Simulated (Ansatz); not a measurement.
MgO under changes of volume

One of the cells (10.016 Å³/atom); the others are scaled copies at fixed shape and fractional positions:

```
CELL_PARAMETERS angstrom
2.93802 0.00000 0.00000
-1.46901 2.54440 0.00000
0.00000 0.00000 2.67968
ATOMIC_POSITIONS crystal
Mg 0.00000 0.00000 0.00000
O 0.33333 0.66667 0.50000
```

Measurements of this composition are mostly on another form, of space group No. 225.

| Item | Value |
| --- | --- |
| Program | Ansatz 0.2.0 |
| Functional | PBE |
| Potentials or basis | all-electron LAPW, scalar-relativistic |
| Cutoff | 321 eV (chosen from the basis error) |
| Basis error allowed | 0.0005 eV/atom |
| k mesh | 10 × 10 × 10 |
| Occupations | fermi-dirac, width 0.05 eV |
| Spin | no spin polarisation |

| volume (Å³/atom) | energy over the lowest point (meV/atom) | pressure (GPa) | gap on the mesh (eV) |
| --- | --- | --- | --- |
| 9.415 | 17.36 | 9.7 | 3.50 |
| 9.615 | 7.48 | 6.2 | 3.33 |
| 9.816 | ? | ? | ? |
| 10.016 | 0.00 | 0.0 | 3.02 |
| 10.216 | 1.62 | -2.6 | 2.87 |
| 10.417 | 6.36 | -5.0 | 2.73 |
| 10.617 | 13.91 | -7.1 | 2.60 |

Question: What does the run at 9.816 Å³/atom give?

Answer: Energy over the lowest point 1.83 meV/atom; pressure 2.9 GPa; gap on the mesh 3.17 eV.

Worked out: A Birch-Murnaghan fit of order 3 (a polynomial in V^(-2/3)) to the other rows has its minimum at 10.02 Å³/atom with B0 = V·E''(V) = 138 GPa and B' = 4.1 at fixed shape and positions, which overstates the stiffness. It gives 1.82 meV/atom at 9.816 Å³/atom, against the run's 1.83, and -dE/dV = 2.9 GPa, against 2.9. A straight line through the other rows of the gap, of slope -7.51 eV per unit of ln V, gives 3.18 eV, against the run's 3.17.

Energies are extrapolated to zero smearing.

A mesh can miss the band edges.
